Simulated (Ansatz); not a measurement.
Crystal: SiO2.

```
Si O
1.0
     4.97559    0.00000    0.00000
     0.00000    4.97559    0.00000
     0.00000    0.00000    6.90089
Si O
4 8
Direct
  0.80325 0.80325 0.50000
  0.69675 0.30325 0.25000
  0.30325 0.69675 0.75000
  0.19675 0.19675 0.00000
  0.76176 0.11039 0.43204
  0.88961 0.23824 0.06796
  0.11039 0.76176 0.56796
  0.26176 0.38961 0.81796
  0.23824 0.88961 0.93204
  0.73824 0.61039 0.31796
  0.38961 0.26176 0.18204
  0.61039 0.73824 0.68204
```

The cell comes from a database or a generator and needn't be the stable form of this composition.

| Quantity | Value |
| --- | --- |
| Program | Ansatz 0.2.0 |
| Task | relaxation of cell and atoms |
| Functional | RPBE |
| Dispersion | D3(BJ) |
| Potentials or basis | Ansatz PAW |
| Cutoff | 420 eV (not typed: the program's choice for these potentials) |
| k mesh | 6 × 6 × 4 |
| Occupations | fermi-dirac, width 0.05 eV |
| Spin | no spin polarisation |

At the start: volume 14.24 Å³/atom.

Task: Where does the relaxation end?

Result: It ends after 12 steps and the volume is 12.49 Å³/atom (-12.2 %); space group P4_32_12 (No. 96, to 0.05 Å).

The path:
```csv
step,energy change (eV),largest force (eV/Å),volume (Å³)
1,0.0000,0.4052,170.84
2,-0.0351,0.3316,170.70
3,-0.1528,0.2070,165.51
4,-0.2375,0.0729,158.77
5,-0.2677,0.0167,154.18
6,-0.2731,0.0049,152.81
7,-0.2442,0.0049,152.81
8,-0.2567,0.0048,149.97
9,-0.2559,0.0002,150.23
10,-0.2481,0.0003,150.23
11,-0.2492,0.0005,149.91
12,-0.2481,0.0005,149.91
```

Final structure:
```cif
data_structure
_symmetry_space_group_name_H-M 'P 1'
_symmetry_Int_Tables_number 1
_cell_length_a 4.7943
_cell_length_b 4.7943
_cell_length_c 6.5221
_cell_angle_alpha 90.000
_cell_angle_beta 90.000
_cell_angle_gamma 90.000
_cell_volume 149.91
loop_
_atom_site_label
_atom_site_type_symbol
_atom_site_fract_x
_atom_site_fract_y
_atom_site_fract_z
_atom_site_occupancy
Si1 Si 0.82319 0.82319 0.50000 1
Si2 Si 0.67681 0.32319 0.25000 1
Si3 Si 0.32319 0.67681 0.75000 1
Si4 Si 0.17681 0.17681 0.00000 1
O1 O 0.77222 0.15348 0.45469 1
O2 O 0.84652 0.22778 0.04531 1
O3 O 0.15348 0.77222 0.54531 1
O4 O 0.27222 0.34652 0.79531 1
O5 O 0.22778 0.84652 0.95469 1
O6 O 0.72778 0.65348 0.29531 1
O7 O 0.34652 0.27222 0.20469 1
O8 O 0.65348 0.72778 0.70469 1
```

Caveat: the plane-wave basis is chosen anew once the cell has moved, so the energies of steps on either side of that aren't comparable; the pressure holds a Pulay correction of +0.5 GPa for the finite cutoff; the PAW data sets come from PBE, with cores solved anew for the run's functional, which leaves a small shift of forces and pressure.
